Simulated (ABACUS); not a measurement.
# MnS (F-43m) in ABACUS: equation of state

Aim: energy against volume of MnS in PBEsol, for its equilibrium volume and stiffness.

All numbers are computed with ABACUS 3.10.1; they aren't measurements. Logs are shortened: lines on timing, memory, paths and dates and some standing lists are left out, and cuts for length are marked.

## Step 1: Starting point

It takes space group F-43m (No. 216, cubic). The conventional cell has a = 4.947 Å, b = 4.947 Å, c = 4.947 Å, α = 90.00°, β = 90.00°, γ = 90.00°. Mn (site symmetry -43m) is surrounded by 4 S at 2.14 Å. S (site symmetry -43m) is surrounded by 4 Mn at 2.14 Å.

The cell is a database's computed one.

## Step 2: Equation of state, PBEsol, collinear spin, ferromagnetic start, 14.22 Å³/atom (volume scaled by 0.94)

INPUT reads:

```
INPUT_PARAMETERS
suffix              MnS
calculation         scf
basis_type          pw
pseudo_dir          ./
symmetry            1
dft_functional      pbesol
ecutwfc             97
pseudo_rcut         7
nspin               2
nbands              17
ks_solver           dav
smearing_method     fd
smearing_sigma      0.00367493
scf_thr             1e-08
scf_nmax            100
mixing_type         broyden
mixing_beta         0.4
cal_force           1
cal_stress          1
kpar                4
```

STRU reads:

```
ATOMIC_SPECIES
Mn 54.9380 Mn.upf
S 32.0600 S.upf

LATTICE_CONSTANT
1.8897261246

LATTICE_VECTORS
0.0000000000 2.4229704058 2.4229704058
2.4229704058 0.0000000000 2.4229704058
2.4229704058 2.4229704058 0.0000000000

ATOMIC_POSITIONS
Direct

Mn
0.0
1
0.0000000000 0.0000000000 0.0000000000 1 1 1 mag 4

S
0.0
1
0.7500000000 0.7500000000 0.7500000000 1 1 1 mag 0
```

KPT reads:

```
K_POINTS
0
Gamma
9 9 9 0 0 0
```

Potentials or basis: PseudoDojo NC SR 0.4.1 PBEsol standard, plane waves.

Started as:

```console
> OMP_NUM_THREADS=1 mpirun -np 4 abacus > log
```

running log:

```text
ABACUS v3.10.1

               Atomic-orbital Based Ab-initio Computation at UStc

 ------------------------------------------------------------------------------------

 READING GENERAL INFORMATION
                           global_out_dir = OUT.MnS/
                           global_in_card = INPUT
                               pseudo_dir = ./
                              orbital_dir =
                                    DSIZE = 4
                                    GSIZE = 1

 READING UNITCELL INFORMATION
                                    ntype = 2
                  lattice constant (Bohr) = 1.88973
              lattice constant (Angstrom) = 1

 READING ATOM TYPE 1
                               atom label = Mn
                      L=0, number of zeta = 1
                      L=1, number of zeta = 1
                      L=2, number of zeta = 1
             number of atom for this type = 1
               magnetization of element 1 = 4

 READING ATOM TYPE 2
                               atom label = S
                      L=0, number of zeta = 1
                      L=1, number of zeta = 1
                      L=2, number of zeta = 1
             number of atom for this type = 1
               magnetization of element 2 = 0

                        TOTAL ATOM NUMBER = 2
DIRECT COORDINATES
    atom                   x                   y                   z     mag                  vx                  vy                  vz
taud_Mn1            0.0000000000        0.0000000000        0.0000000000  4.0000        0.0000000000        0.0000000000        0.0000000000
taud_S1            0.7500000000        0.7500000000        0.7500000000  0.0000        0.0000000000        0.0000000000        0.0000000000

                          Volume (Bohr^3) = 191.987
                             Volume (A^3) = 28.4494

 Lattice vectors: (Cartesian coordinate: in unit of a_0)
                   +0            +2.42297            +2.42297
             +2.42297                  +0            +2.42297
             +2.42297            +2.42297                  +0
 Reciprocal vectors: (Cartesian coordinate: in unit of 2 pi/a_0)
            -0.206358           +0.206358           +0.206358
            +0.206358           -0.206358           +0.206358
            +0.206358           +0.206358           -0.206358
 The esolver type has been set to : ksdft_pw

                PAO radial cut off (Bohr) = 7

 Read in pseudopotential file is Mn.upf
                     pseudopotential type = NC
          exchange-correlation functional = PBESOL
                 nonlocal core correction = 1
                        valence electrons = 15
                                     lmax = 2
                           number of zeta = 4
                     number of projectors = 6
                           L of projector = 0
                           L of projector = 0
                           L of projector = 1
                           L of projector = 1
                           L of projector = 2
                           L of projector = 2
                PAO radial cut off (Bohr) = 7

 Read in pseudopotential file is S.upf
                     pseudopotential type = NC
          exchange-correlation functional = PBESOL
                 nonlocal core correction = 1
                        valence electrons = 6
                                     lmax = 2
                           number of zeta = 2
                     number of projectors = 6
                           L of projector = 0
                           L of projector = 0
                           L of projector = 1
                           L of projector = 1
                           L of projector = 2
                           L of projector = 2
     initial pseudo atomic orbital number = 14
 The readin total magnetization is 4

 SETUP THE ELECTRONS NUMBER
            electron number of element Mn = 15
      total electron number of element Mn = 15
             electron number of element S = 6
       total electron number of element S = 6
            AUTOSET number of electrons:  = 21
                           occupied bands = 11
                                   NBANDS = 17
                                   NLOCAL = 18

%%%%%%%%%%%%%%%%%%%%%%%%%%%%%%%%%%%%%%%%%%%%%%%%%%%%%%%%%%%%%%%%%%%%%%%%%%%%%%%%%%%%%%%%%%%%%%%%%%%%%%%%%%
 Warning: the number of valence electrons in pseudopotential > 7 for Mn: [Ar] 3d5 4s2
 Pseudopotentials with additional electrons can yield (more) accurate outcomes, but may be less efficient.
 If you're confident that your chosen pseudopotential is appropriate, you can safely ignore this warning.
%%%%%%%%%%%%%%%%%%%%%%%%%%%%%%%%%%%%%%%%%%%%%%%%%%%%%%%%%%%%%%%%%%%%%%%%%%%%%%%%%%%%%%%%%%%%%%%%%%%%%%%%%%

 SETUP THE PLANE WAVE BASIS
 energy cutoff for charge/potential (unit:Ry) = 388
            fft grid for charge/potential = [ 45, 45, 45 ]
[... 71 lines left out ...]
      29  0.44444444  0.33333333  0.11111111  0.0329     112
      30 -0.44444444  0.44444444  0.22222222  0.0658     113
[... 5 further k points ...]

                               nkstot now = 35
[... K-POINTS DIRECT COORDINATES: 35 rows ...]

           k-point number in this process = 9
       minimum distributed K point number = 8
[... stars of the k points ...]
                             nks(nspin=2) = 18
                          nkstot(nspin=2) = 70

[... K-POINTS CARTESIAN COORDINATES: 18 rows ...]

[... K-POINTS DIRECT COORDINATES: 18 rows ...]

 SETUP PLANE WAVES FOR WAVE FUNCTIONS
     energy cutoff for wavefunc (unit:Ry) = 97
              fft grid for wave functions = [ 45, 45, 45 ]
                    number of plane waves = 3695
                         number of sticks = 313

 PARALLEL PW FOR WAVE FUNCTIONS
     PROC   COLUMNS(POT)             PW
        1            313           3695
 --------------- sum -------------------
        1            313           3695

 SETUP NONLOCAL PSEUDOPOTENTIALS IN PLANE WAVE BASIS
 Mn non-local projectors:
 projector 1 L=0
 projector 2 L=0
 projector 3 L=1
 projector 4 L=1
 projector 5 L=2
 projector 6 L=2
 S non-local projectors:
 projector 1 L=0
 projector 2 L=0
 projector 3 L=1
 projector 4 L=1
 projector 5 L=2
 projector 6 L=2
      TOTAL NUMBER OF NONLOCAL PROJECTORS = 36

 Init Non-Local PseudoPotential table :
 Init Non-Local-Pseudopotential done.

                                     npwx = 3119

 Make real space PAO into reciprocal space.
       max mesh points in Pseudopotential = 701
     dq(describe PAO in reciprocal space) = 0.01
                                    max q = 1186

 number of pseudo atomic orbitals for Mn is 4
WARNING: norm of atomic wavefunction # 3 of atomic type Mn is 0.999957, renormalized
WARNING: norm of atomic wavefunction # 4 of atomic type Mn is 0.995913, renormalized

 number of pseudo atomic orbitals for S is 2
WARNING: norm of atomic wavefunction # 1 of atomic type S is 0.999996, renormalized
WARNING: norm of atomic wavefunction # 2 of atomic type S is 0.999702, renormalized

 -------------------------------------------
 SELF-CONSISTENT
 -------------------------------------------
                                 init_chg = atomic

 PW ALGORITHM --------------- ION=   1  ELEC=   1--------------------------------
 Notice: Threshold on eigenvalues was too large.
 hsover_error=0.21 > DRHO=0.101234
 Origin diag ethr = 0.01
 New diag ethr = 0.000482069
          total magnetism (Bohr mag/cell) = 2.82542
       absolute magnetism (Bohr mag/cell) = 2.87367
                        nelec for spin up = 11.9127
                      nelec for spin down = 9.08729

 Density error is 0.101672682647
                          Error Threshold = 0.000482068723159
----------------------------------------------------------
     Energy           Rydberg                 eV
----------------------------------------------------------
 E_KohnSham     -239.6067779643      -3260.0174597349
 E_Harris       -237.4978040162      -3231.3233971082
 E_Fermi        0.9253724805         12.5903385070
----------------------------------------------------------
[... 167 lines left out ...]
 Density error is 1.63306240891e-09
                          Error Threshold = 7.60095636468e-11
----------------------------------------------------------
     Energy           Rydberg                 eV
----------------------------------------------------------
 E_KohnSham     -239.6535169984      -3260.6533769175
 E_KS(sigma->0) -239.6528183277      -3260.6438710150
 E_Harris       -239.6533833586      -3260.6515586554
 E_band         -17.7802375035       -241.9125418404
 E_one_elec     -121.6318489686      -1654.8862042483
 E_Hartree      71.1623592276        968.2135686179
 E_xc           -42.7455742958       -581.5833747049
 E_Ewald        -146.4370556202      -1992.3783547772
 E_entropy(-TS) -0.0013973414        -0.0190118050
 E_descf        0.0000000000         0.0000000000
 E_exx          0.0000000000         0.0000000000
 E_Fermi        0.9276609603         12.6214748719
----------------------------------------------------------

 charge density convergence is achieved
 final etot is -3260.6533769 eV
 EFERMI = 12.621474872 eV

 STATE ENERGY(eV) AND OCCUPATIONS    NSPIN == 2
SPIN UP :
 1/9 kpoint (Cartesian) = 0.0000 0.0000 0.0000 (3119 pws)
       1       -66.0934     0.00137174
       2       -35.0338     0.00137174
       3       -35.0338     0.00137174
       4       -35.0338     0.00137174
       5       -2.98913     0.00137174
       6        7.66697     0.00137174
[... 9 lines left out ...]
      16        20.6074    5.92118e-73
[... 82 lines left out ...]
       4       -35.0354     0.00823045
       5       -2.79855     0.00823045
       6        7.35665     0.00823045
[... 9 lines left out ...]
      16        21.2525    8.85918e-78
      17        21.2525    8.85918e-78

[... levels at 12 further k points ...]

------------------------------------------------------------------------------------------
 TOTAL-FORCE (eV/Angstrom)
------------------------------------------------------------------------------------------
                       Mn1         0.0000000000         0.0000000000         0.0000000000
                        S1         0.0000000000         0.0000000000         0.0000000000
------------------------------------------------------------------------------------------

----------------------------------------------------------------
 TOTAL-STRESS (KBAR)
----------------------------------------------------------------
        66.0042703665         0.0000000000         0.0000000000
         0.0000000000        66.0042703665        -0.0000000000
         0.0000000000        -0.0000000000        66.0042703665
----------------------------------------------------------------
 TOTAL-PRESSURE: 66.004270 KBAR

 --------------------------------------------
 !FINAL_ETOT_IS -3260.6533769174529880 eV
 --------------------------------------------
```

It took 2.1 min on 4 MPI ranks of Intel Xeon at 2.50GHz (Skylake/Cascade Lake), shared host; peak memory 0.48 GiB.

Results:

* Free energy: -3260.6534 eV
* Pressure: 6.6 GPa
* Band gap on the k mesh: none (metal or under the smearing width)
* Net moment: 0.20 μB per cell
* Absolute moment: 0.21 μB per cell

Caveat: the moment fell far below its start of 4 μB, so a state of higher moment may lie lower in energy; semilocal functionals often make such compounds metallic where correlation or magnetic order opens a gap, which also shifts bond lengths.

## Step 3: Equation of state, PBEsol, collinear spin, ferromagnetic start, 14.53 Å³/atom (volume scaled by 0.96)

INPUT is that of step 2.

STRU, as its differences from that of step 2:

```diff
@@ -8,5 +8,5 @@
 LATTICE_VECTORS
-0.0000000000 2.4229704058 2.4229704058
-2.4229704058 0.0000000000 2.4229704058
-2.4229704058 2.4229704058 0.0000000000
+0.0000000000 2.4400341398 2.4400341398
+2.4400341398 0.0000000000 2.4400341398
+2.4400341398 2.4400341398 0.0000000000
```

KPT is that of step 2.

Potentials or basis: PseudoDojo NC SR 0.4.1 PBEsol standard, plane waves.

Started as:

```console
> OMP_NUM_THREADS=1 mpirun -np 4 abacus > log
```

Run time: 2.1 min. Hardware: 4 MPI ranks of Intel Xeon at 2.50GHz (Skylake/Cascade Lake), shared host; peak memory 0.48 GiB.

The run converged. Its results:

```
Free energy            : -3260.6714 eV
Pressure               : 3.0 GPa
Band gap on the k mesh : none (metal or under the smearing width)
Net moment             : 0.23 μB per cell
Absolute moment        : 0.25 μB per cell
```

Caveat: the moment fell far below its start of 4 μB, so a state of higher moment may lie lower in energy; semilocal functionals often make such compounds metallic where correlation or magnetic order opens a gap, which also shifts bond lengths.

## Step 4: Equation of state, PBEsol, collinear spin, ferromagnetic start, 14.83 Å³/atom (volume scaled by 0.98)

INPUT is that of step 3.

STRU, as its differences from that of step 3:

```diff
@@ -8,5 +8,5 @@
 LATTICE_VECTORS
-0.0000000000 2.4400341398 2.4400341398
-2.4400341398 0.0000000000 2.4400341398
-2.4400341398 2.4400341398 0.0000000000
+0.0000000000 2.4568624933 2.4568624933
+2.4568624933 0.0000000000 2.4568624933
+2.4568624933 2.4568624933 0.0000000000
```

KPT is that of step 3.

Started as:

```console
> OMP_NUM_THREADS=1 mpirun -np 4 abacus > log
```

It took 2.2 min on 4 MPI ranks of Intel Xeon at 2.50GHz (Skylake/Cascade Lake), shared host; peak memory 0.48 GiB.

The run converged. Its results:

| Item | Value |
| --- | --- |
| Free energy | -3260.6766 eV |
| Pressure | -0.3 GPa |
| Band gap on the k mesh | none (metal or under the smearing width) |
| Net moment | 0.25 μB per cell |
| Absolute moment | 0.27 μB per cell |

Caveat: the moment fell far below its start of 4 μB, so a state of higher moment may lie lower in energy; semilocal functionals often make such compounds metallic where correlation or magnetic order opens a gap, which also shifts bond lengths.

## Step 5: Equation of state, PBEsol, collinear spin, ferromagnetic start, 15.13 Å³/atom

INPUT is that of step 4.

STRU, as its differences from that of step 4:

```diff
@@ -8,5 +8,5 @@
 LATTICE_VECTORS
-0.0000000000 2.4568624933 2.4568624933
-2.4568624933 0.0000000000 2.4568624933
-2.4568624933 2.4568624933 0.0000000000
+0.0000000000 2.4734634191 2.4734634191
+2.4734634191 0.0000000000 2.4734634191
+2.4734634191 2.4734634191 0.0000000000
```

KPT is that of step 4.

Started as:

```console
> OMP_NUM_THREADS=1 mpirun -np 4 abacus > log
```

Run time: 2.6 min. Hardware: 4 MPI ranks of Intel Xeon at 2.50GHz (Skylake/Cascade Lake), shared host; peak memory 0.48 GiB.

The run converged. Its results:

- Free energy: -3260.6702 eV
- Pressure: -3.1 GPa
- Band gap on the k mesh: none (metal or under the smearing width)
- Net moment: -0.28 μB per cell
- Absolute moment: 0.30 μB per cell

Caveat: the moment fell far below its start of 4 μB, so a state of higher moment may lie lower in energy; semilocal functionals often make such compounds metallic where correlation or magnetic order opens a gap, which also shifts bond lengths.

## Step 6: Equation of state, PBEsol, collinear spin, ferromagnetic start, 15.44 Å³/atom (volume scaled by 1.02)

INPUT is that of step 5.

STRU, as its differences from that of step 5:

```diff
@@ -8,5 +8,5 @@
 LATTICE_VECTORS
-0.0000000000 2.4734634191 2.4734634191
-2.4734634191 0.0000000000 2.4734634191
-2.4734634191 2.4734634191 0.0000000000
+0.0000000000 2.4898444489 2.4898444489
+2.4898444489 0.0000000000 2.4898444489
+2.4898444489 2.4898444489 0.0000000000
```

KPT is that of step 5.

Potentials or basis: PseudoDojo NC SR 0.4.1 PBEsol standard, plane waves.

Started as:

```console
> OMP_NUM_THREADS=1 mpirun -np 4 abacus > log
```

Run time: 3.3 min. Hardware: 4 MPI ranks of Intel Xeon at 2.50GHz (Skylake/Cascade Lake), shared host; peak memory 0.48 GiB.

Results (log left out):

| Item | Value |
| --- | --- |
| Free energy | -3260.6534 eV |
| Pressure | -5.7 GPa |
| Band gap on the k mesh | none (metal or under the smearing width) |
| Net moment | 0.30 μB per cell |
| Absolute moment | 0.33 μB per cell |

Caveat: the moment fell far below its start of 4 μB, so a state of higher moment may lie lower in energy; semilocal functionals often make such compounds metallic where correlation or magnetic order opens a gap, which also shifts bond lengths.

## Step 7: Equation of state, PBEsol, collinear spin, ferromagnetic start, 15.74 Å³/atom (volume scaled by 1.04)

INPUT is that of step 6.

STRU, as its differences from that of step 6:

```diff
@@ -8,5 +8,5 @@
 LATTICE_VECTORS
-0.0000000000 2.4898444489 2.4898444489
-2.4898444489 0.0000000000 2.4898444489
-2.4898444489 2.4898444489 0.0000000000
+0.0000000000 2.5060127231 2.5060127231
+2.5060127231 0.0000000000 2.5060127231
+2.5060127231 2.5060127231 0.0000000000
```

KPT is that of step 6.

Started as:

```console
> OMP_NUM_THREADS=1 mpirun -np 4 abacus > log
```

Run time: 5.9 min. Hardware: 4 MPI ranks of Intel Xeon at 2.50GHz (Skylake/Cascade Lake), shared host; peak memory 0.48 GiB.

Results (log left out):

```yaml
Free_energy: -3260.6274 eV
Pressure: -8.0 GPa
Band_gap_on_the_k_mesh: none (metal or under the smearing width)
Net_moment: 0.32 μB per cell
Absolute_moment: 0.35 μB per cell
```

Caveat: the moment fell far below its start of 4 μB, so a state of higher moment may lie lower in energy; semilocal functionals often make such compounds metallic where correlation or magnetic order opens a gap, which also shifts bond lengths.

## Step 8: Equation of state, PBEsol, collinear spin, ferromagnetic start

Potentials or basis: PseudoDojo NC SR 0.4.1 PBEsol standard, plane waves.

No new run: the results of the series are fitted here.

What came out:

| Property | Result |
| --- | --- |
| Equilibrium volume | 14.81 Å³/atom |
| Bulk modulus | 151 GPa |
| Pressure derivative of the bulk modulus | 4.5 |

Energy against volume, from the lowest point:
```csv
volume (Å³/atom),energy (meV/atom)
14.225,11.60
14.527,2.57
14.830,0.00
15.133,3.21
15.435,11.58
15.738,24.56
```
